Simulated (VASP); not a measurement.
# BAs (Pm-3m) in VASP: equation of state

Aim: energy against volume of BAs in PBE, for its equilibrium volume and stiffness.

Everything below comes from runs of VASP 6.6.1. Logs are shortened: lines on timing, memory, paths and dates and some standing lists are left out, and cuts for length are marked.

### 1 The structure

It takes space group Pm-3m (No. 221, cubic). The conventional cell has a = 2.934 Å, b = 2.934 Å, c = 2.934 Å, α = 90.00°, β = 90.00°, γ = 90.00°. B (site symmetry m-3m) is surrounded by 8 As at 2.54 Å. As (site symmetry m-3m) is surrounded by 8 B at 2.54 Å.

The cell was built by a generator and needn't be a form met in nature.

### 2 Equation of state, PBE, 11.88 Å³/atom (volume scaled by 0.94)

Contents of INCAR:

```
SYSTEM = BAs
PREC     = Accurate       ! precision mode
ENCUT    = 520            ! plane-wave cutoff, eV
EDIFF    = 1E-7           ! SCF threshold, eV
ISMEAR   = -1             ! smearing method
SIGMA    = 0.05           ! smearing width, eV
LREAL    = .FALSE.        ! projectors in reciprocal space
LASPH    = .TRUE.         ! aspherical terms in the spheres
NELM     = 80             ! most SCF steps
ALGO     = Normal         ! electronic algorithm
ISIF     = 2              ! what is computed and relaxed
LWAVE    = .FALSE.        ! write WAVECAR
LCHARG   = .FALSE.        ! write CHGCAR
GGA      = PE             ! functional
NBANDS   = 11             ! bands
```

Contents of KPOINTS:

```
Automatic mesh
0
G
  9 9 9
  0 0 0
```

Contents of POSCAR:

```
BAs
1.0
    2.8744680898      0.0000000000      0.0000000000
    0.0000000000      2.8744680898      0.0000000000
    0.0000000000      0.0000000000      2.8744680898
B As
1 1
Direct
    0.5000000000      0.5000000000      0.5000000000
    0.0000000000      0.0000000000      0.0000000000
```

Potentials or basis: VASP PAW PBE potentials, release 64 (B, As).

Command:

```console
$ cat potpaw_PBE.64/B/POTCAR potpaw_PBE.64/As/POTCAR > POTCAR
$ mpirun -np 1 vasp_std > vasp.out
```

OUTCAR:

```text
SYSTEM = BAs
   PREC = Accurate
   ENCUT = 520
   EDIFF = 1E-7
   ISMEAR = -1
   LREAL = .FALSE.
   LASPH = .TRUE.
   NELM = 80
   ISIF = 2
   GGA = PE

 Found     35 irreducible k-points:

 Following reciprocal coordinates:
            Coordinates               Weight
  0.000000  0.000000  0.000000      1.000000
  0.111111  0.000000  0.000000      6.000000
  0.222222  0.000000  0.000000      6.000000
  0.333333  0.000000  0.000000      6.000000
  0.444444  0.000000  0.000000      6.000000
  0.111111  0.111111  0.000000     12.000000
   k-points           NKPTS =     35   k-points in BZ     NKDIM =     35   number of bands    NBANDS=     11
   number of dos      NEDOS =    301   number of ions     NIONS =      2
   total plane-waves  NPLWV =  13824
   dimension x,y,z NGX =    24 NGY =   24 NGZ =   24
   dimension x,y,z NGXF=    48 NGYF=   48 NGZF=   48
   ions per type =               1   1
   NGX,Y,Z   is equivalent  to a cutoff of  13.88, 13.88, 13.88 a.u.
   NGXF,Y,Z  is equivalent  to a cutoff of  27.76, 27.76, 27.76 a.u.
 SYSTEM =  BAs
   PREC   = accura    normal or accurate (medium, high low for compatibility)
   ISTART =      0    job   : 0-new  1-cont  2-samecut
   ICHARG =      2    charge: 1-file 2-atom 10-const
   ISPIN  =      1    spin polarized calculation?
   LNONCOLLINEAR =      F non collinear calculations
   LSORBIT =      F    spin-orbit coupling
   LASPH  =      T    aspherical Exc in radial PAW
   ENCUT  =  520.0 eV  38.22 Ry    6.18 a.u.   5.34  5.34  5.34*2*pi/ulx,y,z
   NELM   =     80;   NELMIN=  2; NELMDL= -5     # of ELM steps
   EDIFF  = 0.1E-06   stopping-criterion for ELM
   LREAL  =      F    real-space projection
   EDIFFG = 0.1E-05   stopping-criterion for IOM
   NSW    =      0    number of steps for IOM
   IBRION =     -1    ionic relax: 0-MD 1-quasi-New 2-CG
   NFREE  =      0    steps in history (QN), initial steepest desc. (CG)
   ISIF   =      2    stress and relaxation
   ISYM   =      2    0-nonsym 1-usesym 2-fastsym
   POTIM  = 0.5000    time-step for ionic-motion
   TEBEG  =    0.0;   TEEND  =   0.0 temperature during run
   PSTRESS=    0.0 pullay stress
   NELECT =       8.0000    total number of electrons
   NUPDOWN=      -1.0000    fix difference up-down
   EMIN   =  10.00;   EMAX   =-10.00  energy-range for DOS
   EFERMI =   0.00;   METHOD = LEGACY
   ISMEAR =    -1;   SIGMA  =   0.05  broadening in eV -4-tet -1-fermi 0-gaus
   EFERMI_NEDOS =   21; number of points for ismear=-14 and -15
   IALGO  =     38    algorithm
   IMIX   =      4    mixing-type and parameters
     AMIX     =   0.40;   BMIX     =  1.00
     AMIX_MAG =   1.60;   BMIX_MAG =  1.00
  volume/ion in A,a.u.               =      11.88        80.14
  Fermi-wavevector in a.u.,A,eV,Ry     =   1.139062  2.152515 17.653043  1.297462
  Thomas-Fermi vector in A             =   2.275766
   LORBIT       =      0    0 simple, 1 ext, 2 COOP (PROOUT), +10 PAW based schemes
   GGA     = PE    functional components
   LHFCALC =     F    Hartree Fock is set to
   AEXX    =    0.0000 exact exchange contribution
   IVDW    =     0    specifies the selected vdW correction
   LEPSILON=     F    determine dielectric tensor
   LRPA    =     F    only Hartree local field effects (RPA)
 non-spin polarized calculation
  energy-cutoff  :      520.00
  volume of cell :       23.75
 maximum number of plane-waves:       656
 NGX is ok and might be reduce to    24
   NGX = 11   NGY = 11   NGZ = 11

 number of electron       8.0000001 magnetization

 Free energy of the ion-electron system (eV)
  ---------------------------------------------------
  ext. energy  EPLUGINS =         0.00000000
  ---------------------------------------------------
  free energy    TOTEN  =        -8.31044954 eV

  energy without entropy =       -8.30122949  energy(sigma->0) =       -8.30583951

 E-fermi :   7.7874     XC(G=0): -11.7063

 val. band max:        7.7017635657   @ k =   0.4444   0.4444   0.3333
 cond. band min:       7.8114385236   @ k =   0.2222   0.0000   0.0000
 fundamental gap:      0.1096749578
 Fermi energy:         7.7873687818

 k-point     1 :       0.0000    0.0000    0.0000
  band No.  band energies     occupation
      1      -8.4718      2.00000
      2       6.9709      2.00000
      3       6.9709      2.00000
      4       6.9709      2.00000
      5       8.2101      0.00043
      6      13.4756      0.00000
      7      13.4756      0.00000
      8      17.8746      0.00000
      9      17.8746      0.00000
     10      17.8746      0.00000
     11      27.3395      0.00000

 k-point     2 :       0.1111    0.0000    0.0000
  band No.  band energies     occupation
      1      -8.2670      2.00000
      2       4.9476      2.00000
      3       7.1824      1.99999
      4       7.1824      1.99999
      5       9.1126      0.00000
      6      13.6829      0.00000
      7      14.9539      0.00000
      8      17.3101      0.00000
      9      17.3101      0.00000
     10      17.5112      0.00000
     11      26.7676      0.00000

 k-point     3 :       0.2222    0.0000    0.0000
  band No.  band energies     occupation
      1      -7.6598      2.00000
      2       2.1805      2.00000
      3       7.8114      0.76385
      4       7.8114      0.76385
      5       9.8344      0.00000
      6      14.3014      0.00000
      7      15.7889      0.00000
      8      15.8282      0.00000
      9      15.8282      0.00000
     10      18.9589      0.00000
     11      24.1441      0.00000

 k-point     4 :       0.3333    0.0000    0.0000
  band No.  band energies     occupation
      1      -6.6888      2.00000
      2      -0.3535      2.00000
      3       8.8394      0.00000
      4       8.8394      0.00000
      5      10.6039      0.00000
      6      13.9241      0.00000
      7      13.9241      0.00000
      8      14.4918      0.00000
      9      15.3107      0.00000
     10      21.4131      0.00000
     11      22.8419      0.00000

 k-point     5 :       0.4444    0.0000    0.0000
  band No.  band energies     occupation
      1      -5.5745      2.00000
      2      -2.2725      2.00000
      3      10.2135      0.00000
      4      10.2135      0.00000
      5      11.4730      0.00000
      6      12.0301      0.00000
      7      12.0301      0.00000
      8      13.2382      0.00000
      9      16.5642      0.00000
     10      19.2983      0.00000
     11      26.3652      0.00000

 k-point     6 :       0.1111    0.1111    0.0000
  band No.  band energies     occupation
      1      -8.0619      2.00000
      2       4.8870      2.00000
      3       5.4948      2.00000
      4       7.3920      1.99926
      5      10.0524      0.00000
      6      14.5693      0.00000
      7      15.5473      0.00000
      8      16.1869      0.00000
      9      16.9024      0.00000
     10      17.8466      0.00000
     11      25.3891      0.00000

 [... further k-points ...]
[... 5 lines left out ...]
  --------------------------------------------------------------------------------------
  -------------------------------------------------------------------------------------
  Total        1.1690690      1.1690690      1.1690690      0.0000000      0.0000000      0.0000000
  in kB       78.8638982     78.8638982     78.8638982      0.0000000      0.0000000      0.0000000
  external PRESSURE =      78.8638982 kB  Pullay stress =       0.0000000 kB

 VOLUME and BASIS-vectors are now :
 -----------------------------------------------------------------------------
  energy-cutoff  :      520.00
  volume of cell :       23.75
      direct lattice vectors                 reciprocal lattice vectors
     2.874468090  0.000000000  0.000000000     0.347890451  0.000000000  0.000000000
     0.000000000  2.874468090  0.000000000     0.000000000  0.347890451  0.000000000
     0.000000000  0.000000000  2.874468090     0.000000000  0.000000000  0.347890451

 POSITION                                       TOTAL-FORCE (eV/Angst)
 -----------------------------------------------------------------------------------
      1.43723      1.43723      1.43723         0.000000      0.000000      0.000000
      0.00000      0.00000      0.00000         0.000000      0.000000      0.000000
 -----------------------------------------------------------------------------------
    total drift:                                0.000000      0.000000     -0.000000

  FREE ENERGIE OF THE ION-ELECTRON SYSTEM (eV)
  ---------------------------------------------------
  free  energy   TOTEN  =        -8.3104495391 eV

  energy  without entropy=       -8.3012294899  energy(sigma->0) =       -8.30583951
```

stdout:

```text
POSCAR found type information on POSCAR B As
 POSCAR found :  2 types and       2 ions
 scaLAPACK will be used
 LDA part: xc-table for (Slater+PW92), standard interpolation
 POSCAR, INCAR and KPOINTS ok, starting setup
 FFT: planning ... GRIDC
 FFT: planning ... GRID_SOFT
 FFT: planning ... GRID
 WAVECAR not read
 entering main loop
```

Wall time 8.2 s (1 thread of Intel Xeon Platinum 8488C (Sapphire Rapids), shared host); peak memory 0.14 GiB.

What came out:

```yaml
Free_energy: -8.3104 eV
Pressure: 7.9 GPa
Band_gap_on_the_k_mesh: none (metal or under the smearing width)
```

### 3 Equation of state, PBE, 12.13 Å³/atom (volume scaled by 0.96)

Contents of INCAR:

```
PREC = Accurate ; ENCUT = 520
EDIFF = 1E-7 ; ISMEAR = -1
SIGMA = 0.05 ; LREAL = F
LASPH = T ; NELM = 60
ALGO = Normal ; ISIF = 2
LWAVE = F ; LCHARG = F
GGA = PE ; NBANDS = 11
```

Contents of KPOINTS:

```
Automatic mesh
0
Gamma
  9 9 9
```

Contents of POSCAR:

```
BAs
1.0
    2.8947114898      0.0000000000      0.0000000000
    0.0000000000      2.8947114898      0.0000000000
    0.0000000000      0.0000000000      2.8947114898
B As
1 1
Direct
    0.5000000000      0.5000000000      0.5000000000
    0.0000000000      0.0000000000      0.0000000000
```

Potentials or basis: VASP PAW PBE potentials, release 64 (B, As).

Command:

```console
$ cat potpaw_PBE.64/B/POTCAR potpaw_PBE.64/As/POTCAR > POTCAR
$ mpirun -np 1 vasp_std > vasp.out
```

Wall time 9 s (1 thread of Intel Xeon Platinum 8488C (Sapphire Rapids), shared host); peak memory 0.13 GiB.

The run converged. Its results:

```
Free energy            : -8.3309 eV
Pressure               : 5.1 GPa
Band gap on the k mesh : none (metal or under the smearing width)
```

### 4 Equation of state, PBE, 12.38 Å³/atom (volume scaled by 0.98)

Contents of INCAR:

```
PREC     = Accurate       # precision mode
ENCUT    = 520            # plane-wave cutoff, eV
EDIFF    = 1E-7           # SCF threshold, eV
ISMEAR   = -1             # smearing method
SIGMA    = 0.05           # smearing width, eV
LREAL    = F              # projectors in reciprocal space
LASPH    = T              # aspherical terms in the spheres
NELM     = 80             # most SCF steps
ALGO     = Normal         # electronic algorithm
ISIF     = 2              # what is computed and relaxed
LWAVE    = F              # write WAVECAR
LCHARG   = F              # write CHGCAR
GGA      = PE             # functional
NBANDS   = 11             # bands
```

Contents of KPOINTS:

```
regular mesh
0
Gamma
  9 9 9
```

Contents of POSCAR:

```
BAs
1.0
    2.9146756482      0.0000000000      0.0000000000
    0.0000000000      2.9146756482      0.0000000000
    0.0000000000      0.0000000000      2.9146756482
B As
1 1
Direct
    0.5000000000      0.5000000000      0.5000000000
    0.0000000000      0.0000000000      0.0000000000
```

Command:

```console
$ cat potpaw_PBE.64/B/POTCAR potpaw_PBE.64/As/POTCAR > POTCAR
$ mpirun -np 1 vasp_std > vasp.out
```

It took 6.7 s on 1 thread of Intel Xeon Platinum 8488C (Sapphire Rapids), shared host; peak memory 0.14 GiB.

The run converged. Its results:

* Free energy: -8.3430 eV
* Pressure: 2.6 GPa
* Band gap on the k mesh: none (metal or under the smearing width)

### 5 Equation of state, PBE, 12.89 Å³/atom (volume scaled by 1.02)

Contents of INCAR:

```
PREC = Accurate
ENCUT = 520
EDIFF = 1E-7
ISMEAR = -1
SIGMA = 0.05
LREAL = False
LASPH = True
NELM = 80
ALGO = Normal
ISIF = 2
LWAVE = False
LCHARG = False
GGA = PE
NBANDS = 11
```

KPOINTS is that of step 4.

Contents of POSCAR:

```
BAs
1.0
    2.9538034803      0.0000000000      0.0000000000
    0.0000000000      2.9538034803      0.0000000000
    0.0000000000      0.0000000000      2.9538034803
B As
1 1
Direct
    0.5000000000      0.5000000000      0.5000000000
    0.0000000000      0.0000000000      0.0000000000
```

Command:

```console
$ cat potpaw_PBE.64/B/POTCAR potpaw_PBE.64/As/POTCAR > POTCAR
$ mpirun -np 1 vasp_std > vasp.out
```

Run time: 6.6 s. Hardware: 1 thread of Intel Xeon Platinum 8488C (Sapphire Rapids), shared host; peak memory 0.14 GiB.

The run converged. Its results:

- Free energy: -8.3465 eV
- Pressure: -1.5 GPa
- Band gap on the k mesh: none (metal or under the smearing width)

### 6 Equation of state, PBE, 13.14 Å³/atom (volume scaled by 1.04)

INCAR, as its differences from that of step 5:

```diff
@@ -7,3 +7,3 @@
 LASPH = True
-NELM = 80
+NELM = 60
 ALGO = Normal
```

Contents of KPOINTS:

```
Automatic mesh
0
Gamma
  9 9 9
```

Contents of POSCAR:

```
BAs
1.0
    2.9729845598      0.0000000000      0.0000000000
    0.0000000000      2.9729845598      0.0000000000
    0.0000000000      0.0000000000      2.9729845598
B As
1 1
Direct
    0.5000000000      0.5000000000      0.5000000000
    0.0000000000      0.0000000000      0.0000000000
```

Potentials or basis: VASP PAW PBE potentials, release 64 (B, As).

Command:

```console
$ cat potpaw_PBE.64/B/POTCAR potpaw_PBE.64/As/POTCAR > POTCAR
$ mpirun -np 1 vasp_std > vasp.out
```

Wall time 7.3 s (1 thread of Intel Xeon Platinum 8488C (Sapphire Rapids), shared host); peak memory 0.14 GiB.

The run converged. Its results:

* Free energy: -8.3391 eV
* Pressure: -3.2 GPa
* Band gap on the k mesh: none (metal or under the smearing width)

### 7 Equation of state, PBE, 13.39 Å³/atom (volume scaled by 1.06)

Contents of INCAR:

```
  ALGO = Normal
  EDIFF = 1E-7
  ENCUT = 520
  GGA = PE
  ISIF = 2
  ISMEAR = -1
  LASPH = True
  LCHARG = False
  LREAL = False
  LWAVE = False
  NBANDS = 11
  NELM = 100
  PREC = Accurate
  SIGMA = 0.05
```

Contents of KPOINTS:

```
k-points
0
Gamma
  9 9 9
```

Contents of POSCAR:

```
BAs
1.0
    2.9919212777      0.0000000000      0.0000000000
    0.0000000000      2.9919212777      0.0000000000
    0.0000000000      0.0000000000      2.9919212777
B As
1 1
Direct
    0.5000000000      0.5000000000      0.5000000000
    0.0000000000      0.0000000000      0.0000000000
```

Command:

```console
$ cat potpaw_PBE.64/B/POTCAR potpaw_PBE.64/As/POTCAR > POTCAR
$ mpirun -np 1 vasp_std > vasp.out
```

Wall time 8.7 s (1 thread of Intel Xeon Platinum 8488C (Sapphire Rapids), shared host); peak memory 0.14 GiB.

Results (log left out):

| Property | Result |
| --- | --- |
| Free energy | -8.3263 eV |
| Pressure | -4.8 GPa |
| Band gap on the k mesh | none (metal or under the smearing width) |

### 8 Equation of state, PBE

This step only gathers the single runs of the series.

What came out:

```
Equilibrium volume                      : 12.70 Å³/atom
Bulk modulus                            : 101 GPa
Pressure derivative of the bulk modulus : 4.5 (rough: it moves with the points fitted)
```

Energy against volume, from the lowest point:
```
volume (Å³/atom)  energy (meV/atom)
          11.875              18.76
          12.128               8.54
          12.381               2.48
          12.633               0.00
          12.886               0.76
          13.139               4.45
          13.391              10.81
```
